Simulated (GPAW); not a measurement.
SnO2:

```
Sn O
1.0
     4.78800    0.00000    0.00000
     0.00000    4.86658    0.00000
     0.00000    0.00000    3.24090
Sn O
2 4
Direct
  0.00000 0.00000 0.00000
  0.50000 0.50000 0.50000
  0.70815 0.67896 0.00000
  0.20814 0.82104 0.50000
  0.79185 0.17896 0.50000
  0.29185 0.32104 0.00000
```

The cell is a database's computed one.

Program: GPAW 26.7.0. Alike in all runs: no spin polarisation; cell as given; cutoff (eV) 800; smearing fermi-dirac 0.05 eV.

**Question.** Order these runs on this cell by their pressure, lowest first.
A. level PBE; potentials or basis GPAW PAW data sets (gpaw-data 1.2.1), pw; k mesh 6 × 6 × 8
B. level r2SCAN; potentials or basis GPAW PAW data sets (gpaw-data 1.2.1), pw; k mesh 4 × 4 × 6; band path GXSYGZURTZ,YT,UX,SR; band points 60
C. level LDA; potentials or basis the program's PAW data sets (release 1.2.1) made for this functional, pw; k mesh 4 × 4 × 6; band path GXSYGZURTZ,YT,UX,SR; band points 60

**Answer.** C (-12.9 GPa), B (-9.3 GPa), A (-1.8 GPa).

Caveats: the PAW data sets were made with another functional, which shifts forces and pressure a little (some runs).
